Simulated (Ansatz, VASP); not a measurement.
**Two plane-wave programs on GaP**

```
CELL_PARAMETERS angstrom
0.00000 2.72581 2.72581
2.72581 0.00000 2.72581
2.72581 2.72581 0.00000
ATOMIC_POSITIONS crystal
Ga 0.00000 0.00000 0.00000
P 0.25000 0.25000 0.25000
```

The cell is a database's computed one.

Alike in both runs: task single point; functional PBEsol; k mesh 6 × 6 × 6; occupations gaussian, width 0.1 eV; no spin polarisation.

```csv
,VASP,Ansatz
version,VASP 6.6.1,Ansatz 0.2.0
potentials or method,"VASP PAW PBE potentials, release 64 (Ga_d, P)","scalar-relativistic, plane waves, PAW"
plane-wave cutoff (eV),520,420
valence electrons in the cell,18,18
```

```tsv
	VASP	Ansatz	Ansatz less VASP
gap on the k mesh at the Fermi level (eV)	1.51	1.51	-0.003
least direct gap on the mesh (eV)	1.74	1.74	-0.007
pressure (GPa)	-0.7	-0.6	+0.09
```

With one functional, cell and mesh, what is left measures potentials, basis and numerics.

Caveats: the PAW data sets were made with another functional, which shifts forces and pressure a little (VASP). A k mesh can miss the band edges. PBEsol gaps usually lie below the measured ones, often by a third to a half.
